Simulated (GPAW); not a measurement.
# CsPbCl3 (Pm-3m) in GPAW: settings compared

Aim: see how the results for CsPbCl3 move with the level of theory and the settings. Levels: PBE, TB-mBJ, r2SCAN. Tasks: dielectric tensor, single point, equation of state.

Program: GPAW 26.7.0. These are calculated values, not measurements. Logs are shortened: lines on timing, memory, paths and dates and some standing lists are left out, and cuts for length are marked. The log counts tension as positive stress, the text compression.

## 1. The structure

The structure is cubic, space group Pm-3m (No. 221). Conventional cell: a = 5.605 Å, b = 5.605 Å, c = 5.605 Å, α = 90.00°, β = 90.00°, γ = 90.00°. Pb (site symmetry m-3m) has 6 Cl at 2.80 Å as nearest neighbours. Cs (site symmetry m-3m) is surrounded by 12 Cl at 3.96 Å. Cl (site symmetry 4/mmm) is surrounded by 2 Pb at 2.80 Å.

## 2. Dielectric tensor, PBE

run.py reads:

```python
import numpy as np
from ase import Atoms
from ase.dft.bandgap import bandgap
from ase.io import write
from gpaw import GPAW, PW
from gpaw.response.df import DielectricFunction

atoms = Atoms(['Pb', 'Cs', 'Cl', 'Cl', 'Cl'],
              cell=[[5.605, 0.0, 0.0],
                    [0.0, 5.605, 0.0],
                    [0.0, 0.0, 5.605]],
              scaled_positions=[[0.5, 0.5, 0.5],
                                [0.0, 0.0, 0.0],
                                [0.5, 0.0, 0.5],
                                [0.0, 0.5, 0.5],
                                [0.5, 0.5, 0.0]],
              pbc=True)

calc = GPAW(mode=PW(450),
            xc='PBE',
            kpts={'size': (4, 4, 4), 'gamma': True},
            occupations={'name': 'fermi-dirac', 'width': 0.001},
            nbands=37,
            convergence={'density': 1e-06},
            maxiter=150,
            txt='gpaw.txt')
atoms.calc = calc
energy = atoms.get_potential_energy()
calc.write('gs.gpw')
write('result.traj', atoms)
print(f'Energy: {energy:.6f} eV')
print('Fermi level:', round(calc.get_fermi_level(), 4), 'eV')
print(f'Gap: {bandgap(calc)[0]:.4f} eV, direct: {bandgap(calc, direct=True)[0]:.4f} eV')

for size in [(8, 8, 8), (11, 11, 11)]:
    name = 'x'.join(str(n) for n in size)
    dense = calc.fixed_density(kpts={'size': size, 'gamma': True},
                               nbands=68, convergence={'bands': 62, 'eigenstates': 1e-7},
                               update_fermi_level=True, txt=f'dense-{name}.txt')
    dense.write(f'{name}.gpw', mode='all')
    df = DielectricFunction(f'{name}.gpw', frequencies=np.array([0.0]), hilbert=False, eta=0.001,
                            ecut=80, nbands=62, intraband=False, txt=f'df-{name}.txt')
    for xc in ['RPA', 'ALDA', 'LR0.3']:
        for direction in ['x', 'y', 'z', [0, 1, 1], [1, 0, 1], [1, 1, 0]]:
            e0, e = df.get_macroscopic_dielectric_constant(xc=xc, direction=direction)
            print(f'{name} {xc} {direction}: {e0:.4f} without, {e:.4f} with local fields')
```

Potentials or basis: GPAW PAW data sets (gpaw-data 1.2.1), pw.

The run is started by

```console
OMP_NUM_THREADS=1 python run.py
```

gpaw.txt:

```text
__  _  _
 | _ |_)|_||  |
 |__||  | ||/\| - 26.7.0

Input parameters:
  mode=PW(ecut=450.00000000000006),
  convergence={'density': 1e-06},
  kpts=MonkhorstPack(size=(4, 4, 4), gamma=True),
  maxiter=150,
  nbands=37,
  occupations=Occupations(name='fermi-dirac', width=0.001),
  xc=XC(name='PBE')

Diagonalizing LCAO Hamiltonian
Converting LCAO to pw mode
    .-------------.
   /|             |
  / |             |
 *  |             |
 |  |             |
 | Cl    Pb       |
 |  |   Cl        |
 |  .-------------.
 | /     Cl      /
 |/             /
 Cs------------*

Atoms  # Å, Bohr magnetons
|   | symbol |        x |        y |        z |    initial magnetic moments |
|---|--------|----------|----------|----------|-----------------------------|
| 0 |     Pb | 2.802500 | 2.802500 | 2.802500 | ( 0.0000,  0.0000,  0.0000) |
| 1 |     Cs | 0.000000 | 0.000000 | 0.000000 | ( 0.0000,  0.0000,  0.0000) |
| 2 |     Cl | 2.802500 | 0.000000 | 2.802500 | ( 0.0000,  0.0000,  0.0000) |
| 3 |     Cl | 0.000000 | 2.802500 | 2.802500 | ( 0.0000,  0.0000,  0.0000) |
| 4 |     Cl | 2.802500 | 2.802500 | 0.000000 | ( 0.0000,  0.0000,  0.0000) |

Unit cell  # Å
| periodic |        x |        y |        z |  lengths |    angles |
|----------|----------|----------|----------|----------|-----------|
|      yes | 5.605000 | 0.000000 | 0.000000 | 5.605000 | 90.000000 |
|      yes | 0.000000 | 5.605000 | 0.000000 | 5.605000 | 90.000000 |
|      yes | 0.000000 | 0.000000 | 5.605000 | 5.605000 | 90.000000 |

Number of symmetries: 48
Symmetry operations  # r_c * U_cc + t_c -> r_c
|    | kind |            matrix            |
|----|------|------------------------------|
|  0 |  E   |  1, 0, 0,  0, 1, 0,  0, 0, 1 |
|  1 |  σ   |  1, 0, 0,  0, 1, 0,  0, 0,-1 |
|  2 |  σ   |  1, 0, 0,  0, 0, 1,  0, 1, 0 |
|  3 |  C4  |  1, 0, 0,  0, 0, 1,  0,-1, 0 |
|  4 |  C4  |  1, 0, 0,  0, 0,-1,  0, 1, 0 |
|  5 |  σ   |  1, 0, 0,  0, 0,-1,  0,-1, 0 |
|  6 |  σ   |  1, 0, 0,  0,-1, 0,  0, 0, 1 |
|  7 |  C2  |  1, 0, 0,  0,-1, 0,  0, 0,-1 |
|  8 |  σ   |  0, 1, 0,  1, 0, 0,  0, 0, 1 |
|  9 |  C2  |  0, 1, 0,  1, 0, 0,  0, 0,-1 |
| 10 |  C3  |  0, 1, 0,  0, 0, 1,  1, 0, 0 |
| 11 |  S6  |  0, 1, 0,  0, 0, 1, -1, 0, 0 |
| 12 |  S6  |  0, 1, 0,  0, 0,-1,  1, 0, 0 |
| 13 |  C3  |  0, 1, 0,  0, 0,-1, -1, 0, 0 |
| 14 |  C4  |  0, 1, 0, -1, 0, 0,  0, 0, 1 |
| 15 |  S4  |  0, 1, 0, -1, 0, 0,  0, 0,-1 |
| 16 |  C3  |  0, 0, 1,  1, 0, 0,  0, 1, 0 |
| 17 |  S6  |  0, 0, 1,  1, 0, 0,  0,-1, 0 |
| 18 |  σ   |  0, 0, 1,  0, 1, 0,  1, 0, 0 |
| 19 |  C4  |  0, 0, 1,  0, 1, 0, -1, 0, 0 |
| 20 |  C2  |  0, 0, 1,  0,-1, 0,  1, 0, 0 |
| 21 |  S4  |  0, 0, 1,  0,-1, 0, -1, 0, 0 |
| 22 |  S6  |  0, 0, 1, -1, 0, 0,  0, 1, 0 |
| 23 |  C3  |  0, 0, 1, -1, 0, 0,  0,-1, 0 |
| 24 |  S6  |  0, 0,-1,  1, 0, 0,  0, 1, 0 |
| 25 |  C3  |  0, 0,-1,  1, 0, 0,  0,-1, 0 |
| 26 |  C4  |  0, 0,-1,  0, 1, 0,  1, 0, 0 |
| 27 |  σ   |  0, 0,-1,  0, 1, 0, -1, 0, 0 |
| 28 |  S4  |  0, 0,-1,  0,-1, 0,  1, 0, 0 |
| 29 |  C2  |  0, 0,-1,  0,-1, 0, -1, 0, 0 |
| 30 |  C3  |  0, 0,-1, -1, 0, 0,  0, 1, 0 |
| 31 |  S6  |  0, 0,-1, -1, 0, 0,  0,-1, 0 |
| 32 |  C4  |  0,-1, 0,  1, 0, 0,  0, 0, 1 |
| 33 |  S4  |  0,-1, 0,  1, 0, 0,  0, 0,-1 |
| 34 |  S6  |  0,-1, 0,  0, 0, 1,  1, 0, 0 |
| 35 |  C3  |  0,-1, 0,  0, 0, 1, -1, 0, 0 |
| 36 |  C3  |  0,-1, 0,  0, 0,-1,  1, 0, 0 |
| 37 |  S6  |  0,-1, 0,  0, 0,-1, -1, 0, 0 |
| 38 |  σ   |  0,-1, 0, -1, 0, 0,  0, 0, 1 |
| 39 |  C2  |  0,-1, 0, -1, 0, 0,  0, 0,-1 |
| 40 |  σ   | -1, 0, 0,  0, 1, 0,  0, 0, 1 |
| 41 |  C2  | -1, 0, 0,  0, 1, 0,  0, 0,-1 |
| 42 |  C2  | -1, 0, 0,  0, 0, 1,  0, 1, 0 |
| 43 |  S4  | -1, 0, 0,  0, 0, 1,  0,-1, 0 |
| 44 |  S4  | -1, 0, 0,  0, 0,-1,  0, 1, 0 |
| 45 |  C2  | -1, 0, 0,  0, 0,-1,  0,-1, 0 |
| 46 |  C2  | -1, 0, 0,  0,-1, 0,  0, 0, 1 |
| 47 |  i   | -1, 0, 0,  0,-1, 0,  0, 0,-1 |

BZ-sampling:
  Number of BZ points: 64
  Number of IBZ points: 10

  Monkhorst-Pack size: [4, 4, 4]
  Monkhorst-Pack shift: [0.125, 0.125, 0.125]

K-points  # in reciprocal-cell coordinates
|   |                                coordinates |     weight |
|---|--------------------------------------------|------------|
| 0 | (  0.00000000,   0.00000000,   0.00000000) | 0.01562500 |
| 1 | (  0.25000000,   0.00000000,   0.00000000) | 0.09375000 |
| 2 | (  0.25000000,   0.25000000,   0.00000000) | 0.18750000 |
| 3 | (  0.25000000,   0.25000000,   0.25000000) | 0.12500000 |
| 4 | (  0.50000000,   0.00000000,   0.00000000) | 0.04687500 |
| 5 | (  0.50000000,   0.25000000,   0.00000000) | 0.18750000 |
| 6 | (  0.50000000,   0.25000000,   0.25000000) | 0.18750000 |
| 7 | (  0.50000000,   0.50000000,   0.00000000) | 0.04687500 |
| 8 | (  0.50000000,   0.50000000,   0.25000000) | 0.09375000 |
| 9 | (  0.50000000,   0.50000000,   0.50000000) | 0.01562500 |

Plane wave coefficients: 3840
Cutoff: 450.00000000000006 eV

Spin-components: 1 (collinear spins)
Bands:           37
Projectors:      26
Spin-degeneracy: 2
Datatype:        complex128

Parallelization:
  kpt:    1
  domain: 1
  band:   1

Density:
  Valence electrons: 44.0
  Components: 1
  Grid points: [28 28 28]
  Charge: 0.0  # |e|

Potential:
  Grid points: [28 28 28]

species:
  Pb:
    name:    Lead
    Z:       82.0
    valence: 14
    core:    68
    charge:  0.0  # [|e|]
    compensation charges:
      type: gauss
      rc: 0.38  # [Å]
      lmax: 2
    cutoffs:
      filter: 2.36  # [Å]
      core: 2.43  # [Å]
    projectors
    | kind |    occ | energy [eV] | rcut [Å] |
    |------|--------|-------------|----------|
    |   6s |  2.000 |     -11.969 |    1.259 |
    |   6p |  2.000 |      -3.506 |    1.275 |
    |   5d | 10.000 |     -21.211 |    1.217 |
    |    s |        |      15.243 |    1.259 |
    |    p |        |      23.705 |    1.275 |
    |    d |        |       6.001 |    1.217 |

    Using partial waves for Pb as LCAO basis

  Cs:
    name:    Caesium
    Z:       55.0
    valence: 9
    core:    46
    charge:  0.0  # [|e|]
    compensation charges:
      type: gauss
      rc: 0.33  # [Å]
      lmax: 2
    cutoffs:
      filter: 2.06  # [Å]
      core: 2.51  # [Å]
    projectors
    | kind |    occ | energy [eV] | rcut [Å] |
    |------|--------|-------------|----------|
    |   5s |  2.000 |     -26.706 |    1.164 |
    |   6s |  1.000 |      -2.085 |    1.164 |
    |   5p |  6.000 |     -13.523 |    1.058 |
    |    p |        |      13.688 |    1.058 |
    |    d |        |       0.000 |    1.058 |

    Using partial waves for Cs as LCAO basis

  Cl:
    name:    Chlorine
    Z:       17.0
    valence: 7
    core:    10
    charge:  0.0  # [|e|]
    compensation charges:
      type: gauss
      rc: 0.25  # [Å]
      lmax: 2
    cutoffs:
      filter: 1.40  # [Å]
      core: 1.49  # [Å]
    projectors
    | kind |    occ | energy [eV] | rcut [Å] |
    |------|--------|-------------|----------|
    |   3s |  2.000 |     -20.689 |    0.794 |
    |   3p |  5.000 |      -8.594 |    0.794 |
    |    s |        |       6.523 |    0.794 |
    |    p |        |      18.617 |    0.794 |
    |    d |        |       0.000 |    0.794 |

    Using partial waves for Cl as LCAO basis

Reference energy: -816739.388037  # eV

eigensolver:
  PPCG
  Converge bands: occupied
  niter=2

density mixing:
  MSR1-Mixer
  Pratt-step length: 0.05
  Maximum mixing coefficient: 0.75
  Old densities: 10
  SVD Regularization: 0.005
  Good broyden scale: 1.0
  Trust region scale: 1.0
  Backstep threshold: 4.0
  History deletion threshold: 6.0
  Fourier metric: weight=20.0, sigma=0.015

occupation numbers:
  Fermi-Dirac:
    width: 0.0010  # eV

poisson solver:
  ecut: 3600.0000000000005  # eV

xc functional:
  name: PBE with 2 nearest neighbor stencil

convergence criteria:
- Maximum integral of absolute [dens]ity change: 1e-06 electrons / valence electron
- Maximum [total energy] change in last 3 cyles: 0.0005 eV / valence electron
- Maximum integral of absolute [eigenst]ate change: 4e-08 eV^2 / valence electron
maximum number of iterations: 150

SCF iterations
|iter     | |      energy | eigst |  dens |
|---------|-|-------------|-------|-------|
|iter:   1| |  -18.239989 | -0.16 |       |
|iter:   2| |  -18.122140 | -1.78 | -1.24 |
|iter:   3| |  -17.548031 | -1.69 | -1.29 |
|iter:   4| |  -17.541553 | -3.08 | -1.77 |
|iter:   5| |  -17.544814c| -4.13 | -2.21 |
|iter:   6| |  -17.545088c| -4.98 | -2.95 |
|iter:   7| |  -17.545102c| -6.17 | -3.55 |
|iter:   8| |  -17.545105c| -7.12 | -4.02 |
|iter:   9| |  -17.545105c| -7.48c| -4.86 |
|iter:  10| |  -17.545105c| -8.02c| -5.61 |
|iter:  11| |  -17.545105c| -8.57c| -6.09c|

Converged in 11 steps
Energy contributions relative to reference atoms: (reference = -816739.388037)

Energy contributions:
  Kinetic:          33.217622
  Coulomb:         -32.953311
  Zero:             -0.107736
  External:          0.000000
  Xc:              -17.701681
  Entropy:          -0.000000
  Spinorbit:         0.000000
  ----------------------------
  Free energy:     -17.545105
  Extrapolated:    -17.545105

dipole moment: (-52.513566, -52.513566, -52.513566)  # |e|*Ang

Fermi level: 4.244
Eigenvalues  # (at kpt = [0.000, 0.000, 0.000])
| band index |      eig [eV] | occ [0-2] |
|------------|---------------|-----------|
|          0 |       -18.294 |     2.000 |
|        ... |               |           |
|         14 |        -1.635 |     2.000 |
|         15 |        -1.635 |     2.000 |
|         16 |         0.407 |     2.000 |
|         17 |         0.407 |     2.000 |
|         18 |         0.407 |     2.000 |
|         19 |         0.512 |     2.000 |
[... 8 lines left out ...]
|         28 |         9.213 |     0.000 |
|         29 |         9.213 |     0.000 |
|        ... |               |           |
|         36 |        14.122 |     0.000 |

Gap: 1.868 eV
Transition (v -> c):
  (s=0, k=9, n=21, [0.50, 0.50, 0.50]) -> (s=0, k=9, n=22, [0.50, 0.50, 0.50])
No difference between direct/indirect transitions
# Writing to gs.gpw (mode='')
```

It took 17 min on 1 thread of Arm Neoverse V2, shared host; peak memory 3.4 GiB.

What came out:

| Quantity | Value |
| --- | --- |
| Free energy | -17.5451 eV |
| Band gap on the k mesh | 1.87 eV, direct |
| Electronic dielectric tensor (diagonal) | 3.74 |

Electronic dielectric tensor:
```
3.74 0.00 0.00
0.00 3.74 0.00
0.00 0.00 3.74
```

Caveat: the long-wavelength limit can be off by a per cent or two; spin-orbit coupling is left out, which as a rule narrows the gap of such compounds by several tenths of an eV; an odd mesh through Γ misses points on the zone boundary, where band edges often lie.

[end of part 1 of 2]
